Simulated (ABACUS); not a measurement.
KCl (Sylvite):

```xyz
2
Lattice="0.0000 3.1465 3.1465 3.1465 0.0000 3.1465 3.1465 3.1465 0.0000" Properties=species:S:1:pos:R:3 pbc="T T T"
K     0.0000    0.0000    0.0000
Cl    3.1465    3.1465    3.1465
```

| Property | Result |
| --- | --- |
| Program | ABACUS 3.10.1 |
| Task | relaxation of cell and atoms |
| Functional | LDA-PW92 |
| Potentials or basis | PseudoDojo NC SR 0.4.1 LDA stringent |
| Cutoff | 993 eV |
| Density cutoff | 3973 eV |
| Basis | plane waves |
| k mesh | 6 × 6 × 6 |
| Occupations | fermi-dirac, width 0.05 eV |
| Spin | no spin polarisation |

At the start: pressure -2.0 GPa; volume 31.15 Å³/atom.

Q: Where does the relaxation end?

A: Over 4 steps the energy falls by 21.4 meV/atom and the volume is 28.01 Å³/atom (-10.1 %); space group Fm-3m (No. 225, to 0.05 Å).

The path:
| step | energy change (eV) | largest force (eV/Å) | pressure (GPa) | volume (Å³) |
| --- | --- | --- | --- | --- |
| 1 | 0.0000 | 0.0000 | -1.97 | 62.30 |
| 2 | -0.0335 | 0.0000 | -1.03 | 58.80 |
| 3 | -0.0427 | 0.0000 | -0.15 | 56.39 |
| 4 | -0.0428 | 0.0000 | 0.01 | 56.01 |

Final structure:
```
CELL_PARAMETERS angstrom
0.00000 3.03680 3.03680
3.03680 0.00000 3.03680
3.03680 3.03680 0.00000
ATOMIC_POSITIONS crystal
K 0.00000 0.00000 0.00000
Cl 0.50000 0.50000 0.50000
```

Caveat: the volume moved by -10 % from the deposited cell, more than functionals usually miss.
